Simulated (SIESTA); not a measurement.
Crystal: Hf.

```
Hf
1.0
     3.19670    0.00000    0.00000
    -1.59835    2.76842    0.00000
     0.00000    0.00000    5.05780
Hf
2
Direct
  0.66667 0.33333 0.75000
  0.33333 0.66667 0.25000
```

* Program: SIESTA 5.4.2
* Task: single point
* Functional: PBEsol
* Potentials or basis: PseudoDojo 0.4 standard (PBEsol files)
* Basis: DZP (energy shift 0.003 Ry; two zetas on semicore shells)
* Grid cutoff: 800 Ry
* Energy shift: 0.003 Ry
* k mesh: 10 × 10 × 5
* Occupations: fermi-dirac, width 0.05 eV
* Spin: no spin polarisation

On this cell: pressure -3.5 GPa; largest force under 0.003 eV/Å; band gap on the k mesh none (metal or under the smearing width).

The same run follows on a disturbed copy (atoms moved at random, drawn with an rms of 0.05 Å):

```
CELL_PARAMETERS angstrom
3.19670 0.00000 0.00000
-1.59835 2.76842 0.00000
0.00000 0.00000 5.05780
ATOMIC_POSITIONS crystal
Hf 0.67080 0.34630 0.75451
Hf 0.32565 0.67287 0.24668
```

Question: What does the disturbed cell give?

Answer: The energy (extrapolated to zero smearing) moves by +2.2 meV/atom; pressure -3.5 GPa; largest force 0.172 eV/Å; band gap on the k mesh none (metal or under the smearing width).

Forces on the atoms (eV/Å):
```
Hf  -0.064 -0.044 -0.154
Hf   0.064  0.044  0.154
```

Stress tensor (GPa, compression positive):
```
-3.16  0.24  0.06
 0.24 -3.50  0.04
 0.06  0.04 -3.75
```

Caveats: short orbitals over semicore shells can move pressures by several GPa; the basis of atomic orbitals isn't converged, which shifts pressures, moduli and gaps.
